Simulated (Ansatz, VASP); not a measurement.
**GaN in VASP and in Ansatz**

The input INCAR:

```
  ALGO = Fast
  EDIFF = 1E-7
  ENCUT = 520
  GGA = CA
  ISIF = 2
  ISMEAR = 0
  LASPH = T
  LCHARG = F
  LREAL = F
  LWAVE = F
  NBANDS = 16
  NELM = 60
  PREC = Accurate
  SIGMA = 0.05
```

Contents of KPOINTS:

```
k-points
0
Gamma
  10 10 10
```

POSCAR

```
GaN
1.0
    0.0000000000      2.2535006075      2.3661756379
    2.2535006075      0.0000000000      2.3661756379
    2.2535006075      2.2535006075      0.0000000000
Ga N
1 1
Direct
    0.0000000000      0.0000000000      0.0000000000
    0.7500000000      0.7500000000      0.7500000000
```

Input for Ansatz:

```yaml
crystal:
  lattice:
    - [0.0, 2.2535006075, 2.3661756379]
    - [2.2535006075, 0.0, 2.3661756379]
    - [2.2535006075, 2.2535006075, 0.0]
  atoms:
    - { symbol: Ga, position: [0.0, 0.0, 0.0] }
    - { symbol: "N", position: [0.75, 0.75, 0.75] }
basis:
  ecutwfc: 420
kpoints:
  mp_grid: { grid: [10, 10, 10] }
hamiltonian:
  xc: lda
scf:
  occupations: { method: gaussian, width: 0.05 }
output:
  forces: true
  stress: true
  eigenvalues: true
```

Change from the starting cell: strain +0.000 along x and y, +0.050 along z, atoms carried along.

Alike in both runs: task single point; functional LDA; k mesh 10 × 10 × 10; occupations gaussian, width 0.05 eV; no spin polarisation.

|  | VASP | Ansatz |
| --- | --- | --- |
| version | VASP 6.6.1 | Ansatz 0.2.0 |
| potentials or method | VASP PAW LDA potentials, release 64 (Ga_d, N) | scalar-relativistic, plane waves, PAW |
| plane-wave cutoff (eV) | 520 | 420 |
| valence electrons in the cell | 18 | 18 |

|  | VASP | Ansatz | Ansatz less VASP |
| --- | --- | --- | --- |
| gap on the k mesh at the Fermi level (eV) | 1.34 | 1.33 | -0.015 |
| least direct gap on the mesh (eV) | 1.34 | 1.33 | -0.015 |
| pressure (GPa) | -13.4 | -14.2 | -0.76 |
| largest component of the traceless stress (GPa) | 4.80 | 4.85 | +0.051 |
